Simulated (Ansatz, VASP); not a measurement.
**Two plane-wave programs on KMgF3**

```
K Mg F
1.0
     3.98590    0.02989    0.00000
     0.02989    3.98590    0.00000
     0.00000    0.00000    3.98590
K Mg F
1 1 3
Direct
  0.50000 0.50000 0.50000
  0.00000 0.00000 0.00000
  0.50000 0.00000 0.00000
  0.00000 0.50000 0.00000
  0.00000 0.00000 0.50000
```

Change from the starting cell: strain +0.0150 x Voigt [0, 0, 0, 0, 0, 1], atoms carried along.

Alike in both runs: task single point; functional LDA; k mesh 6 × 6 × 6; occupations gaussian, width 0.05 eV; no spin polarisation.

|  | VASP | Ansatz |
| --- | --- | --- |
| version | VASP 6.6.1 | Ansatz 0.2.0 |
| potentials or method | VASP PAW LDA potentials, release 64 (K_sv, Mg, F) | scalar-relativistic, plane waves, PAW |
| plane-wave cutoff (eV) | 520 | 420 |
| valence electrons in the cell | 32 | 40 |

Ansatz gave:

```
gap on the k mesh at the Fermi level (eV)       : 6.98
least direct gap on the mesh (eV)               : 7.28
pressure (GPa)                                  : -4.5
largest component of the traceless stress (GPa) : 0.67
```

**Question.** Which values does VASP return?

**Answer.** gap on the k mesh at the Fermi level (eV): 6.95; least direct gap on the mesh (eV): 7.25; pressure (GPa): -5.2; largest component of the traceless stress (GPa): 0.67.

The two sets of potentials don't hold the same shells in valence.

A k mesh can miss the band edges.
